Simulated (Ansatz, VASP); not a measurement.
**KCl in VASP and in Ansatz**

```xyz
2
Lattice="0.0000 3.0377 3.1561 3.2745 0.0000 3.1561 3.2745 3.0377 0.0000" Properties=species:S:1:pos:R:3 pbc="T T T"
K     0.0000    0.0000    0.0000
Cl    3.2745    3.0377    3.1561
```

Change from the starting cell: strain +0.0375 x Voigt [1, -1, 0, 0, 0, 0], atoms carried along.

Alike in both runs: task single point; functional PBE; k mesh 6 × 6 × 6; occupations gaussian, width 0.05 eV; no spin polarisation.

|  | VASP | Ansatz |
| --- | --- | --- |
| version | VASP 6.6.1 | Ansatz 0.2.0 |
| potentials or method | VASP PAW PBE potentials, release 64 (K_sv, Cl) | scalar-relativistic, plane waves, PAW |
| plane-wave cutoff (eV) | 520 | 420 |
| valence electrons in the cell | 16 | 16 |

```tsv
	VASP	Ansatz	Ansatz less VASP
gap on the k mesh at the Fermi level (eV)	5.12	5.12	+0.003
least direct gap on the mesh (eV)	5.12	5.12	+0.003
pressure (GPa)	0.9	0.8	-0.02
largest component of the traceless stress (GPa)	1.53	1.50	-0.028
```

With one functional, cell and mesh, what is left measures potentials, basis and numerics.
